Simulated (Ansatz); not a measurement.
# Os: response to strain

Os is deformed so: equal xx and yy strain of -3 %. What stress and forces result, by LAPW, PAW and all-electron datasets made for the crystal?

Program: Ansatz 0.2.0. Level of theory: DFT PBE, scalar-relativistic. These are calculated values, not measurements.

## Step 1: The structure to begin with

It takes space group Fm-3m (No. 225, cubic). The conventional cell has a = 3.890 Å, b = 3.890 Å, c = 3.890 Å, α = 90.00°, β = 90.00°, γ = 90.00°. Os (site symmetry m-3m) is surrounded by 12 Os at 2.75 Å.

Coordinates:

```
Os
1.0
     0.00000    1.94500    1.94500
     1.94500    0.00000    1.94500
     1.94500    1.94500    0.00000
Os
1
Direct
  0.00000 0.00000 0.00000
```

## Step 2: The deformed structure

Space group Fm-3m before, I4/mmm after.

## Step 3: All-electron LAPW

Contents of input.yaml:

```yaml
crystal:
  lattice:
    - [0.0, 1.88665, 1.945]
    - [1.88665, 0.0, 1.945]
    - [1.88665, 1.88665, 0.0]
  atoms:
    - { symbol: Os, position: [0.0, 0.0, 0.0] }
kpoints:
  mp_grid: { grid: [14, 14, 14] }
  band_path:
    path:
      - [0.0, 0.0, 0.0]
      - [0.0, 0.5, 0.5]
      - [0.25, 0.75, 0.5]
      - [0.0, 0.5, 0.0]
      - [0.0, 0.0, 0.0]
      - [0.5, 0.5, 0.0]
      - [0.3676125, 0.6323875, 0.0]
      - [-0.3676125, 0.3676125, 0.0]
      - [0.0, 0.0, 0.0]
    npoints: 5
scf:
  occupations: { method: fermi_dirac, width: 0.05 }
hamiltonian:
  xc: pbe
  pseudopotentials: { kind: all_electron, lapw: { basis_error: 0.0005 } }
output:
  forces: true
  stress: true
  eigenvalues: true
```

Started as:

```sh
$ ansatz run input.yaml --threads 1 --pin off --max-ram 3072MiB --backend cpu --events-out ev --progress --plain --runs-dir out
```

## Step 4: PAW with frozen cores

Contents of input.yaml:

```yaml
crystal:
  lattice:
    - [0.0, 1.88665, 1.945]
    - [1.88665, 0.0, 1.945]
    - [1.88665, 1.88665, 0.0]
  atoms:
    - { symbol: Os, position: [0.0, 0.0, 0.0] }
kpoints:
  mp_grid: { grid: [14, 14, 14] }
scf:
  occupations: { method: fermi_dirac, width: 0.05 }
hamiltonian:
  xc: pbe
  pseudopotentials: { kind: paw }
output:
  forces: true
  stress: true
  eigenvalues: true
  efg: { contact_densities: true }
```

## Step 5: All-electron PAW on datasets made for the crystal

Changes to input.yaml since step 4:

```diff
@@ -13,3 +13,3 @@
   xc: pbe
-  pseudopotentials: { kind: paw }
+  pseudopotentials: { kind: all_electron, datasets: crystal }
 output:
```

(Steps that only read results are left out.)

**Question.** What will these runs give? Wanted: pressure; largest shear or deviatoric stress.

As calculated:

| quantity | value |
| --- | --- |
| pressure | LAPW 15.09, PAW 15.12, crystal datasets 15.09 GPa |
| largest shear or deviatoric stress (LAPW) | 6.91 GPa |

**Reading.** The largest part of the stress beyond the pressure is 6.91 GPa in size, in the zz component. No run of the undeformed cell stands beside it, so the pressure holds what the given cell had before the change. PAW: stress within 0.03 GPa of LAPW. Crystal datasets: stress within 0.01 GPa of LAPW. Spin-orbit coupling is left out, though the cell holds Os; in elements this heavy it can shift bands and gaps by tenths of an eV.
